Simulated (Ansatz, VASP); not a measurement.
## Pb: 7 runs at one level of theory

The starting cell:

```
Pb
1.0
     0.00000    2.47502    2.47502
     2.47502    0.00000    2.47502
     2.47502    2.47502    0.00000
Pb
1
Direct
  0.00000 0.00000 0.00000
```

Alike in all runs: task relaxation of cell and atoms; functional PBE; k mesh 9 × 9 × 9; occupations fermi-dirac, width 0.05 eV; no spin polarisation; no spin-orbit coupling.

```csv
program and potentials,plane-wave cutoff (eV),notes,equilibrium volume (Å³/atom)
"Ansatz, Ansatz PAW",420,14 valence electrons an atom on average,31.88
"VASP, PBE PAW files Pb_d, 600 eV",600,14 valence electrons an atom on average,31.85
"VASP, PBE PAW files Pb_d, release 54, 600 eV",600,14 valence electrons an atom on average,31.84
"VASP, PBE PAW files Pb, 580 eV",580,4 valence electrons an atom on average,31.67
"Ansatz, all-electron LAPW, scalar-relativistic",-,-,31.88
"VASP, PBE PAW files Pb_d_GW, 680 eV",680,16 valence electrons an atom on average,31.87
"VASP, PBE PAW files Pb_d_GW, 630 eV",630,16 valence electrons an atom on average,31.87
```

The equilibrium volume spans 31.67 (VASP, PBE PAW files Pb, 580 eV) to 31.88 Å³/atom (Ansatz, all-electron LAPW, scalar-relativistic), with all-electron results at 31.88. Relaxations stop with a little pressure left, so the last digit of a volume isn't settled.

Differences between rows come from potentials, basis sets and numerical settings, since the functional is the same but for its coding. Runs on potential files found faulty are left out.
